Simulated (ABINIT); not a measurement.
# SiC (Moissanite): G0W0 on several meshes in ABINIT

How does the mesh move the gap of SiC (Moissanite)?

Main program and level: ABINIT 10.8.3; PBE and many-body steps on it, plane waves.

## 1. The starting structure

Symmetry: P6_3mc, No. 186, hexagonal system. The conventional cell has a = 3.081 Å, b = 3.081 Å, c = 15.125 Å, α = 90.00°, β = 90.00°, γ = 120.00°. Si has 4 C at 1.88 to 1.90 Å nearest. Nearest to Si lie 4 C at 1.89 Å. Nearest to C lie 4 Si at 1.88 to 1.89 Å. Nearest to C lie 4 Si at 1.89 Å. Nearest to C lie 4 Si at 1.89 to 1.90 Å. Farther neighbours are not listed.

The cell and positions come from the Crystallography Open Database and are kept as given unless a step says otherwise.

## 2. Empty states on the mesh, 3×3×1 mesh, 697 bands

This step: ABINIT 10.8.3; DFT, PBE, plane waves, norm-conserving pseudopotentials.

The sums over transitions need many empty states on a uniform mesh; this step solves for them.

Contents of run.abi:

```
acell 3*1.0 Angstrom
rprim 
  3.081000000023 -0.000000000005 0.000000000000
  -1.540500000007 2.668224269083 0.000000000000
  0.000000000000 0.000000000000 15.124800000000
ntypat 2
znucl 14 6
natom 12
typat 1 1 1 1 1 1 2 2 2 2 2 2
xred 
  0.000000000000 0.000000000000 0.000000000000
  0.000000000000 0.000000000000 0.500000000000
  0.333333333333 0.666666666667 0.166400000000
  0.666666666667 0.333333333333 0.666400000000
  0.666666666667 0.333333333333 0.332900000000
  0.333333333333 0.666666666667 0.832900000000
  0.333333333333 0.666666666667 0.041200000000
  0.666666666667 0.333333333333 0.541200000000
  0.666666666667 0.333333333333 0.208000000000
  0.333333333333 0.666666666667 0.708000000000
  0.000000000000 0.000000000000 0.374600000000
  0.000000000000 0.000000000000 0.874600000000
pp_dirpath "pseudos"
pseudos "Si.upf, C.upf"
ecut 37
ngkpt 3 3 1
nshiftk 1
shiftk 0 0 0
kptopt 1
chksymbreak 0
iscf -2
irdden 1
istwfk *1
nband 697
nbdbuf 62
tolwfr 1e-09
nstep 60
prtvol 0
indata_prefix "in"
outdata_prefix "out"
tmpdata_prefix "tmp"
```

Run with:

```
OMP_NUM_THREADS=1 mpirun -n 3 abinit run.abi > log
```

Numbers of over 12 decimals in the logs are rounded to 6 here.

Output:

```text
.Version 10.8.3 of ABINIT. v10.8.2 released Aug 2026.

 Symmetries : space group P6_3 m c (#186); Bravais hP (primitive hexag.)
[... echo of the input left out ...]
== DATASET  1 ==================================================================
-   mpi_nproc: 3, omp_nthreads: 1 (-1 if OMP is not activated)

--- !DatasetInfo
iteration_state: {dtset: 1, }
dimensions: {natom: 12, nkpt: 3, mband: 697, nsppol: 1, nspinor: 1, nspden: 1, mpw: 9084, }
cutoff_energies: {ecut:  37.0, pawecutdg:  -1.0, }
[...]
6.08597    6.08600    6.09235    6.10562    6.10568    6.13634    6.13734    6.13773
   6.13883    6.14015    6.14249    6.14659    6.14797    6.17764    6.19710    6.20418
   6.22055
 prteigrs : prtvol=0 or 1, do not print more k-points.

== END DATASET(S) ==============================================================
================================================================================

 -outvars: echo values of variables after computation  --------
            nband         697
             nkpt           3
          spgroup         186
 [... the other variables as echoed above ...]

 Calculation completed.
```

It took 11 min on 3 MPI ranks of Arm Neoverse V1, shared host; peak memory 0.65 GiB.

Numbers from this step:

- gap: 2.813 eV
- k of the valence top: 0, 0, 0
- k of the conduction bottom: 0.3333, 0, 0
- least direct gap: 3.641 eV
- k points computed: 3
- lowest point of the top converged band, above the valence top: 150.3709 eV

On this mesh the gap is 2.813 eV.

The density comes from a self-consistent run that is not shown.

## 3. Screening, 3×3×1 mesh, 145 bands, screening to 127.6 eV

The RPA dielectric matrix is built and inverted for each q.

This step: RPA screening on PBE, plane waves, norm-conserving pseudopotentials.

Changes to run.abi since step 2:

```diff
@@ -30,10 +30,11 @@
 chksymbreak 0
-iscf -2
-irdden 1
 istwfk *1
-nband 697
-nbdbuf 62
-tolwfr 1e-09
-nstep 60
-prtvol 0
+occopt 1
+irdwfk 1
+optdriver 3
+nband 145
+ecuteps 4.69
+inclvkb 2
+awtr 1
+symchi 1
 indata_prefix "in"
```

Run with:

```
OMP_NUM_THREADS=1 mpirun -n 4 abinit run.abi > log
```

Output:

```text
.Version 10.8.3 of ABINIT. v10.8.2 released Aug 2026.

 Symmetries : space group P6_3 m c (#186); Bravais hP (primitive hexag.)
[... echo of the input left out ...]
== DATASET  1 ==================================================================
-   mpi_nproc: 4, omp_nthreads: 1 (-1 if OMP is not activated)

--- !DatasetInfo
iteration_state: {dtset: 1, }
dimensions: {natom: 12, nkpt: 3, mband: 145, nsppol: 1, nspinor: 1, nspden: 1, mpw: 9084, }
cutoff_energies: {ecut:  37.0, pawecutdg:  -1.0, }
electrons: {nelect:   4.80000000E+01, charge:   0.00000000E+00, occopt:   1.00000000E+00, tsmear:   1.00000000E-02, }

 SCREENING: Calculation of the susceptibility and dielectric matrices

 Based on a program developped by R.W. Godby, V. Olevano, G. Onida, and L. Reining.
 Incorporated in ABINIT by V. Olevano, G.-M. Rignanese, and M. Torrent.
.Using double precision arithmetic ; gwpc =  8

[... cell and pseudopotentials left out ...]
--------------------------------------------------------------------------------

 ==== K-mesh for the wavefunctions ====
 Number of points in the irreducible wedge :     3
[... list of points left out ...]
 Together with 12 symmetry operations and time-reversal symmetry
 yields     9 points in the full Brillouin Zone.

 ==== Q-mesh for the screening function ====
 Number of points in the irreducible wedge :     3
[... list of points left out ...]
 Together with 12 symmetry operations and time-reversal symmetry
 yields     9 points in the full Brillouin Zone.

 setmesh: FFT mesh size selected  =    20x   20x  108
          total number of points  =        43200

 vcoul_init : cutoff-mode = AUXILIARY_FUNCTION
 q-points for optical limit:   1
     1)      0.000010    0.000020    0.000030

- screening: taking advantage of time-reversal symmetry
- Maximum band index for partially occupied states nbvw = 24
- Remaining bands to be divided among processors   nbcw = 121
- Number of bands treated by each node ~30

 Number of electrons calculated from density =   48.0000; Expected =   48.0000
 average of density, n =  0.057206
 r_s =    1.6100
 omega_plasma =   23.0715 [eV]

 calculating chi0 at frequencies [eV] :
  1    0.000000E+00    0.000000E+00
  2    0.000000E+00    2.307151E+01

--------------------------------------------------------------------------------
  q-point number  1        q = ( 0.000000, 0.000000, 0.000000) [r.l.u.]
--------------------------------------------------------------------------------
[... chi0 elements left out ...]
 For q-point:  0.000010 0.000020 0.000030
  dielectric constant =   9.7928
  dielectric constant without local fields =  10.7036

  Average fulfillment of the sum rule on Im[epsilon] for q-point    1 :     78.99  [%]
[... wings left out ...]
  q-point number  2        q = ( 0.333333, 0.000000, 0.000000) [r.l.u.]
--------------------------------------------------------------------------------
[... chi0 elements left out ...]
  Average fulfillment of the sum rule on Im[epsilon] for q-point    2 :     71.89  [%]

 [... 1 further q-points ...]
```

Run time: 40 s. Hardware: 4 MPI ranks; peak memory 1.3 GiB; 2.6 min of CPU time.

This step gave:

| Quantity | Value |
| --- | --- |
| ε∞ with local fields, on this mesh, along the program's q direction | 9.793 |
| the same without local fields | 10.70 |
| plasma frequency | 23.07 eV |
| plane waves in the screening matrix | 393 |

Local fields lower ε∞ by 9 %. On a Γ-centred mesh this coarse the value itself is usually too large, while a short band sum pulls it down.

## 4. 3×3×1

The self-energy is evaluated for the states that the input lists, and the levels follow from it, in one-shot runs by the linearised quasiparticle equation.

This step: G0W0 on PBE, plane waves, norm-conserving pseudopotentials.

Changes to run.abi since step 3:

```diff
@@ -33,8 +33,17 @@
 irdwfk 1
-optdriver 3
+optdriver 4
 nband 145
+gwcalctyp 0
+ecutsigx 37
+symsigma 1
+nkptgw 2
+kptgw 
+  0.0000000000 0.0000000000 0.0000000000
+  0.3333333333 0.0000000000 0.0000000000
+bdgw 
+  23 26
+  23 26
 ecuteps 4.69
-inclvkb 2
-awtr 1
-symchi 1
+irdscr 1
+ppmodel 1
 indata_prefix "in"
```

Output:

```text
.Version 10.8.3 of ABINIT. v10.8.2 released Aug 2026.

 Symmetries : space group P6_3 m c (#186); Bravais hP (primitive hexag.)
[... echo of the input left out ...]
== DATASET  1 ==================================================================
-   mpi_nproc: 4, omp_nthreads: 1 (-1 if OMP is not activated)

--- !DatasetInfo
iteration_state: {dtset: 1, }
dimensions: {natom: 12, nkpt: 3, mband: 145, nsppol: 1, nspinor: 1, nspden: 1, mpw: 9084, }
cutoff_energies: {ecut:  37.0, pawecutdg:  -1.0, }
electrons: {nelect:   4.80000000E+01, charge:   0.00000000E+00, occopt:   1.00000000E+00, tsmear:   1.00000000E-02, }

 SIGMA: Calculation of the GW corrections

 Based on a program developped by R.W. Godby, V. Olevano, G. Onida, and L. Reining.
 Incorporated in ABINIT by V. Olevano, G.-M. Rignanese, and M. Torrent.
.Using double precision arithmetic ; gwpc =  8

[... cell and pseudopotentials left out ...]
--------------------------------------------------------------------------------

 ==== K-mesh for the wavefunctions ====
 Number of points in the irreducible wedge :     3
[... list of points left out ...]
 Together with 12 symmetry operations and time-reversal symmetry
 yields     9 points in the full Brillouin Zone.

 ==== Q-mesh for screening function ====
 Number of points in the irreducible wedge :     3
[... list of points left out ...]
 Together with 12 symmetry operations and time-reversal symmetry
 yields     9 points in the full Brillouin Zone.

 vcoul_init : cutoff-mode = AUXILIARY_FUNCTION
 q-points for optical limit:   1
     1)      0.000010    0.000020    0.000030
 setmesh: FFT mesh size selected  =    27x   27x  160
          total number of points  =       116640

 Number of electrons calculated from density =   48.0000; Expected =   48.0000
 average of density, n =  0.057206
 r_s =    1.6100
 omega_plasma =   23.0715 [eV]

 === KS Band Gaps ===
  >>>> For spin  1
   Minimum direct gap =   3.6414 [eV], located at k-point      :   0.3333  0.0000  0.0000
   Fundamental gap    =   2.8128 [eV], Top of valence bands at :   0.0000  0.0000  0.0000
                                       Bottom of conduction at :   0.3333  0.0000  0.0000
 SIGMA fundamental parameters:
 PLASMON POLE MODEL  1
 number of plane-waves for SigmaX                 8941
 number of plane-waves for SigmaC and W            393
 number of plane-waves for wavefunctions          8941
 number of bands                                   145
 number of independent spin polarizations            1
 number of spinorial components                      1
 number of k-points in IBZ                           3
 number of q-points in IBZ                           3
 number of symmetry operations                      12
 number of k-points in BZ                            9
 number of q-points in BZ                            9
 number of frequencies for dSigma/dE                 9
 frequency step for dSigma/dE [eV]                0.25
 number of omega for Sigma on real axis              0
 max omega for Sigma on real axis  [eV]           0.00
 zcut for avoiding poles [eV]                     0.10

 EPSILON^-1 parameters (SCR file):
 dimension of the eps^-1 matrix on file            393
 dimension of the eps^-1 matrix used               393
 number of plane-waves for wavefunctions          8941
 number of bands                                   145
 number of q-points in IBZ                           3
 number of frequencies                               2
 number of real frequencies                          1
 number of imag frequencies                          1

 matrix elements of self-energy operator (all in [eV])

 Perturbative Calculation

--- !SelfEnergy_ee
iteration_state: {dtset: 1, }
kpoint     : [   0.000,    0.000,    0.000, ]
spin       : 1
KS_gap     :    5.164
QP_gap     :    6.011
Delta_QP_KS:    0.847
data: !SigmaeeData |
     Band     E0 <VxcDFT>   SigX SigC(E0)      Z dSigC/dE  Sig(E)    E-E0       E
       23   6.871 -15.002 -18.336   3.138   0.793  -0.262 -15.157  -0.155   6.716
       24   6.871 -15.002 -18.336   3.138   0.793  -0.262 -15.157  -0.155   6.716
       25  12.036 -12.095  -6.523  -4.710   0.803  -0.246 -11.403   0.692  12.727
       26  12.207 -12.042  -6.441  -4.749   0.803  -0.246 -11.359   0.684  12.891

--- !SelfEnergy_ee
iteration_state: {dtset: 1, }
kpoint     : [   0.333,    0.000,    0.000, ]
spin       : 1
KS_gap     :    3.641
QP_gap     :    4.373
Delta_QP_KS:    0.732
data: !SigmaeeData |
     Band     E0 <VxcDFT>   SigX SigC(E0)      Z dSigC/dE  Sig(E)    E-E0       E
       23   5.792 -14.370 -17.647   2.957   0.793  -0.260 -14.625  -0.254   5.537
       24   6.043 -14.645 -18.225   3.228   0.791  -0.264 -14.924  -0.279   5.764
       25   9.684 -10.715  -5.988  -4.172   0.815  -0.227 -10.263   0.453  10.137
       26   9.774 -10.667  -5.891  -4.204   0.815  -0.227 -10.200   0.466  10.241

== END DATASET(S) ==============================================================
================================================================================

 -outvars: echo values of variables after computation  --------
           etotal      0.0000000000E+00
            nband         145
             nkpt           3
          spgroup         186
 [... the other variables as echoed above ...]

 Calculation completed.
```

Elapsed: 15 s, on 4 MPI ranks; peak memory 0.84 GiB.

Numbers from this step:

- G0W0 gap on the points computed: 3.421 eV
- starting gap on the mesh: 2.813 eV
- k of the valence top: 0, 0, 0
- k of the conduction bottom: 0.3333, 0, 0
- Z at the valence top: 0.793
- Z at the conduction bottom: 0.815
- least direct G0W0 gap on the computed points: 4.373 eV

The gap on the mesh goes from 2.81 eV to 3.42 eV, a correction of +0.61 eV.

## 5. Empty states on the mesh, 6×6×1 mesh, 159 bands

This step: DFT, PBE, plane waves, norm-conserving pseudopotentials.

Changes to run.abi since step 4:

```diff
@@ -25,3 +25,3 @@
 ecut 37
-ngkpt 3 3 1
+ngkpt 6 6 1
 nshiftk 1
@@ -30,20 +30,10 @@
 chksymbreak 0
+iscf -2
+irdden 1
 istwfk *1
-occopt 1
-irdwfk 1
-optdriver 4
-nband 145
-gwcalctyp 0
-ecutsigx 37
-symsigma 1
-nkptgw 2
-kptgw 
-  0.0000000000 0.0000000000 0.0000000000
-  0.3333333333 0.0000000000 0.0000000000
-bdgw 
-  23 26
-  23 26
-ecuteps 4.69
-irdscr 1
-ppmodel 1
+nband 159
+nbdbuf 14
+tolwfr 1e-09
+nstep 60
+prtvol 0
 indata_prefix "in"
```

Output:

```text
.Version 10.8.3 of ABINIT. v10.8.2 released Aug 2026.

 Symmetries : space group P6_3 m c (#186); Bravais hP (primitive hexag.)
[... echo of the input left out ...]
== DATASET  1 ==================================================================
-   mpi_nproc: 4, omp_nthreads: 1 (-1 if OMP is not activated)

--- !DatasetInfo
iteration_state: {dtset: 1, }
dimensions: {natom: 12, nkpt: 7, mband: 159, nsppol: 1, nspinor: 1, nspden: 1, mpw: 9084, }
cutoff_energies: {ecut:  37.0, pawecutdg:  -1.0, }
[...]
1.87630    1.87630    1.89736    1.89736    1.96204    1.96204    2.00392    2.00392
   2.00502    2.00502    2.00789    2.00941    2.01963    2.02695    2.02934    2.08140
   2.08362    2.12591    2.15783    2.20058    2.20087    2.22750    2.24101
 prteigrs : prtvol=0 or 1, do not print more k-points.

== END DATASET(S) ==============================================================
================================================================================

 -outvars: echo values of variables after computation  --------
            nband         159
             nkpt           7
          spgroup         186
 [... the other variables as echoed above ...]

 Calculation completed.
```

It took 98 s on 4 MPI ranks; peak memory 0.53 GiB; 6.5 min of CPU time.

Numbers from this step:

```yaml
gap: 2.017 eV
k_of_the_valence_top: 0, 0, 0
k_of_the_conduction_bottom: 0.5, 0, 0
least_direct_gap: 3.123 eV
k_points_computed: 7
lowest_point_of_the_top_converged_band_above_the_valence_top: 43.99 eV
```

On this mesh the gap is 2.017 eV.

## 6. Screening, 6×6×1 mesh, 145 bands, screening to 127.6 eV

This step: RPA screening on PBE, plane waves, norm-conserving pseudopotentials.

Changes to run.abi since step 5:

```diff
@@ -30,10 +30,11 @@
 chksymbreak 0
-iscf -2
-irdden 1
 istwfk *1
-nband 159
-nbdbuf 14
-tolwfr 1e-09
-nstep 60
-prtvol 0
+occopt 1
+irdwfk 1
+optdriver 3
+nband 145
+ecuteps 4.69
+inclvkb 2
+awtr 1
+symchi 1
 indata_prefix "in"
```

Output:

```text
.Version 10.8.3 of ABINIT. v10.8.2 released Aug 2026.

 Symmetries : space group P6_3 m c (#186); Bravais hP (primitive hexag.)
[... echo of the input left out ...]
== DATASET  1 ==================================================================
-   mpi_nproc: 4, omp_nthreads: 1 (-1 if OMP is not activated)

--- !DatasetInfo
iteration_state: {dtset: 1, }
dimensions: {natom: 12, nkpt: 7, mband: 145, nsppol: 1, nspinor: 1, nspden: 1, mpw: 9084, }
cutoff_energies: {ecut:  37.0, pawecutdg:  -1.0, }
electrons: {nelect:   4.80000000E+01, charge:   0.00000000E+00, occopt:   1.00000000E+00, tsmear:   1.00000000E-02, }

 SCREENING: Calculation of the susceptibility and dielectric matrices

 Based on a program developped by R.W. Godby, V. Olevano, G. Onida, and L. Reining.
 Incorporated in ABINIT by V. Olevano, G.-M. Rignanese, and M. Torrent.
.Using double precision arithmetic ; gwpc =  8

[... cell and pseudopotentials left out ...]
--------------------------------------------------------------------------------

 ==== K-mesh for the wavefunctions ====
 Number of points in the irreducible wedge :     7
[... list of points left out ...]
 Together with 12 symmetry operations and time-reversal symmetry
 yields    36 points in the full Brillouin Zone.

 ==== Q-mesh for the screening function ====
 Number of points in the irreducible wedge :     7
[... list of points left out ...]
 Together with 12 symmetry operations and time-reversal symmetry
 yields    36 points in the full Brillouin Zone.

 setmesh: FFT mesh size selected  =    20x   20x  108
          total number of points  =        43200

 vcoul_init : cutoff-mode = AUXILIARY_FUNCTION
 q-points for optical limit:   1
     1)      0.000010    0.000020    0.000030

- screening: taking advantage of time-reversal symmetry
- Maximum band index for partially occupied states nbvw = 24
- Remaining bands to be divided among processors   nbcw = 121
- Number of bands treated by each node ~30

 Number of electrons calculated from density =   48.0000; Expected =   48.0000
 average of density, n =  0.057206
 r_s =    1.6100
 omega_plasma =   23.0715 [eV]

 calculating chi0 at frequencies [eV] :
  1    0.000000E+00    0.000000E+00
  2    0.000000E+00    2.307151E+01

--------------------------------------------------------------------------------
  q-point number  1        q = ( 0.000000, 0.000000, 0.000000) [r.l.u.]
--------------------------------------------------------------------------------
[... chi0 elements left out ...]
 For q-point:  0.000010 0.000020 0.000030
  dielectric constant =   6.9714
  dielectric constant without local fields =   7.6203

  Average fulfillment of the sum rule on Im[epsilon] for q-point    1 :     79.09  [%]
[... wings left out ...]
  q-point number  2        q = ( 0.166667, 0.000000, 0.000000) [r.l.u.]
--------------------------------------------------------------------------------
[... chi0 elements left out ...]
  Average fulfillment of the sum rule on Im[epsilon] for q-point    2 :     79.43  [%]

 [... 5 further q-points ...]
```

Run time: 2.5 min. Hardware: 4 MPI ranks; peak memory 2 GiB; 10 min of CPU time.

Numbers from this step:

```
ε∞ with local fields, on this mesh, along the program's q direction : 6.971
the same without local fields                                       : 7.620
plasma frequency                                                    : 23.07 eV
plane waves in the screening matrix                                 : 393
```

[end of part 1 of 2]

[Paths, hosts, dates, memory and timing lines, banners, echoed tables and standing remarks are left out of the program output.]

[Logs are printed without paths, hosts, clocks, repeated set-up lines and the standing remarks that a program may print on its own settings, such as how far it seeks lower states.]

[Runs of the session that timed out or met a known fault of the program may be left out.]

[Hosts, paths, dates, database ids (printed as entryN), source tags and the programs' standing remarks are cut or masked in the printed files.]

[G0W0 gaps are taken among the corrected bands and points alone; a level outside them can change the order at an edge.]

[Where Ansatz stands beside ABINIT at settings called matched, ABINIT's density can come from a denser mesh and the files from another edition; pairs whose starting gaps differed by over 0.03 eV were left out, so agreement reads better than it is.]
